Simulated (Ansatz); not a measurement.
# ZnS: the cost of one run

Program: the Python package of Ansatz 0.2.0. Level of theory: DFT LDA+U, plane waves, PAW. These are calculated values, not measurements.

## (1) Starting point

Symmetry: R3m, No. 160, trigonal system. Conventional cell: a = 3.806 Å, b = 3.806 Å, c = 28.056 Å, α = 90.00°, β = 90.00°, γ = 120.00°. Zn (site symmetry 3m) has 4 S at 2.33 to 2.34 Å as nearest neighbours. Zn (site symmetry 3m) is surrounded by 4 S at 2.33 Å. S (site symmetry 3m) is surrounded by 4 Zn at 2.33 to 2.34 Å. S (site symmetry 3m) is surrounded by 4 Zn at 2.33 Å.

zns.xyz, read by the script:

```xyz
6
Lattice="1.9030712 1.09873867 9.35194783 -1.9030712 1.09873867 9.35194783 0.0 -2.19747734 9.35194783" Properties=species:S:1:pos:R:3 pbc="T T T"
Zn   -0.00000000   -0.00000000   28.05503381
Zn   -0.00000000    0.00000000    6.23595578
Zn   -0.00000000   -0.00000000   12.47400509
S     0.00000000   -0.00000000    2.33613069
S     0.00000000   -0.00000000   14.80906096
S     0.00000000   -0.00000000    8.56720363
```

## (2) Script

The input, plus_u.py:

```python
"""DFT+U scan for ZnS."""

import ansatz as az
import numpy as np
from tabulate import tabulate

config = {
    "filling": "fixed",
    "functional": "LDA",
    "cutoff_ev": 450,
    "mesh": (6, 6, 6),
}


def count_gap(report):
    # lowest empty less highest filled band, counting bands; zero where they overlap
    return max(report.get("gap_by_band_count_ev") or 0.0, 0.0)

structure = az.Crystal.from_extxyz("zns.xyz")

base = structure.calculation()
base = base.occupations(config["filling"])
base = base.functional(config["functional"])
base = base.basis(config["cutoff_ev"])
base = base.kpoints(*config["mesh"]).band_table()
rows = []
for u in [0.0, 1.5, 3.0, 4.5, 6.0]:
    summary = base.hubbard("Zn", "d", u_eff=u).run().report
    shell = summary["hubbard"]["n_scf"]
    rows.append((u, count_gap(summary), sum(shell) / len(shell), summary["n_iterations"]))
print(tabulate(rows, headers=["U_eff eV", "gap by band count eV", "Zn d occupation (projector)", "iterations"], floatfmt=".4f", tablefmt="plain"))
print("eigenvalues of the first occupation matrix at the last U, by spin:")
for channel in summary["hubbard"]["n_eig"][0]:
    print("  ", " ".join(f"{n:.3f}" for n in channel))
```

## (3) The input behind the calls

The package turns the script's settings into the engine's input (first run):

```yaml
crystal:
  lattice:
    - [1.9030712, 1.09873867, 9.35194783]
    - [-1.9030712, 1.09873867, 9.35194783]
    - [0.0, -2.19747734, 9.35194783]
  atoms:
    - { symbol: Zn, position: [0.9999711404149981, 0.9999711404149981, 0.9999711404149981] }
    - { symbol: Zn, position: [0.22226941001516115, 0.22226941001516115, 0.22226941001516115] }
    - { symbol: Zn, position: [0.4446134401357826, 0.4446134401357826, 0.4446134401357826] }
    - { symbol: S, position: [0.08326717002226904, 0.08326717002226904, 0.08326717002226904] }
    - { symbol: S, position: [0.5278423001353861, 0.5278423001353861, 0.5278423001353861] }
    - { symbol: S, position: [0.3053625400018226, 0.3053625400018226, 0.3053625400018226] }
basis:
  ecutwfc: 450.0
kpoints:
  mp_grid:
    grid: [6, 6, 6]
hamiltonian:
  xc: lda
  hubbard:
    - { species: Zn, l: d, u_eff: 0.0 }
scf:
  occupations:
    method: fixed
output:
  eigenvalues: true
```

## (4) Launch

Launch:

```
python plus_u.py
```

Q: Estimate wall time and peak memory on 1 thread of Arm Neoverse N1, shared host.

About 2.3 min, with a peak of 0.47 GiB.
